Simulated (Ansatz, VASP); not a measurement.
**Two plane-wave programs on CdS**

```
CELL_PARAMETERS angstrom
0.00000 2.71669 2.71669
2.71669 0.00000 2.71669
2.71669 2.71669 0.00000
ATOMIC_POSITIONS crystal
Cd 0.00000 0.00000 0.00000
S 0.50000 0.50000 0.50000
```

Alike in both runs: functional r2SCAN; dispersion D4; k mesh 5 × 5 × 5; no spin polarisation.

Ansatz relaxed the structure, and its values are those at the end. VASP's run is a single point on that final structure, the one shown.

```csv
,VASP,Ansatz
version,VASP 6.6.1,Ansatz 0.2.0
potentials or method,"VASP PAW PBE potentials, release 64 (Cd, S)","plane waves, PAW"
plane-wave cutoff (eV),520,626
occupations,"gaussian, width 0.01 eV",fixed
valence electrons in the cell,18,26
```

VASP gave:

```
pressure (GPa)               : 0.5
dispersion energy (meV/atom) : -142.5
```

**Question.** Estimate Ansatz's values.

**Answer.** Pressure (GPa): 0.0; dispersion energy (meV/atom): -142.7.

The two sets of potentials don't hold the same shells in valence.

Caveats: the PAW data sets were made with another functional, which shifts forces and pressure a little (VASP). A k mesh can miss the band edges.
